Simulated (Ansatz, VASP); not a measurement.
## Two plane-wave programs on SnO2

File INCAR:

```
SYSTEM = SnO2
ALGO = Normal
EDIFF = 1E-7
ENCUT = 520
GGA = PE
ISIF = 2
ISMEAR = 0
LASPH = .True.
LCHARG = .False.
LREAL = .False.
LWAVE = .False.
NBANDS = 35
NELM = 60
PREC = Accurate
SIGMA = 0.02
```

The input KPOINTS:

```
k-points
0
Gamma
  6 6 8
  0 0 0
```

The input POSCAR:

```
SnO2
1.0
    4.7727946952      0.0000000000      0.0000000000
    0.0000000000      4.7729871010      0.0000000000
    0.0000000000      0.0000000000      3.2228965900
Sn O
2 4
Direct
    0.5000000000      0.5000000000      0.5000000000
    0.0000000000      0.0000000000      0.0000000000
    0.3060065503      0.3060936270      0.0000000000
    0.8060065503      0.1939063730      0.5000000000
    0.1939934497      0.8060936270      0.5000000000
    0.6939934497      0.6939063730      0.0000000000
```

Input for Ansatz:

```yaml
crystal:
  lattice:
    - [4.7727946952, 0.0, 0.0]
    - [0.0, 4.772987101, 0.0]
    - [0.0, 0.0, 3.22289659]
  atoms:
    - { symbol: Sn, position: [0.5, 0.5, 0.5] }
    - { symbol: Sn, position: [0.0, 0.0, 0.0] }
    - { symbol: O, position: [0.3060065503, 0.306093627, 0.0] }
    - { symbol: O, position: [0.8060065503, 0.193906373, 0.5] }
    - { symbol: O, position: [0.1939934497, 0.806093627, 0.5] }
    - { symbol: O, position: [0.6939934497, 0.693906373, 0.0] }
basis:
  ecutwfc: 420
kpoints:
  mp_grid: { grid: [6, 6, 8] }
  band_path: { path: [VBM, CBM], npoints: 2 }
hamiltonian:
  xc: pbe
scf:
  occupations: { method: gaussian, width: 0.02 }
output:
  forces: true
  stress: true
  eigenvalues: true
checkpoint:
  read: start.run
  write: ck
  compress: false
  write_wavefunctions: false
  write_every: 100000
```

Alike in both runs: task single point; functional PBE; k mesh 6 × 6 × 8; occupations gaussian, width 0.02 eV; no spin polarisation.

|  | VASP | Ansatz |
| --- | --- | --- |
| version | VASP 6.6.1 | Ansatz 0.2.0 |
| potentials or method | VASP PAW PBE potentials, release 64 (Sn_d, O) | scalar-relativistic, plane waves, PAW |
| plane-wave cutoff (eV) | 520 | 420 |
| valence electrons in the cell | 52 | 52 |

VASP gave:

| Quantity | Value |
| --- | --- |
| gap on the k mesh at the Fermi level (eV) | 0.94 |
| least direct gap on the mesh (eV) | 0.94 |
| pressure (GPa) | 5.6 |
| largest component of the traceless stress (GPa) | 0.21 |
| rms of the force components (eV/Å) | 0.007 |

Task: What did Ansatz give for the same quantities?

Result: gap on the k mesh at the Fermi level (eV): 0.95; least direct gap on the mesh (eV): 0.95; pressure (GPa): 5.0; largest component of the traceless stress (GPa): 0.02; rms of the force components (eV/Å): 0.000.

Atom by atom the forces differ by 0.007 eV/Å (rms over components).

Caveats: spin-orbit coupling is left out, which moves the levels of the heavy elements.
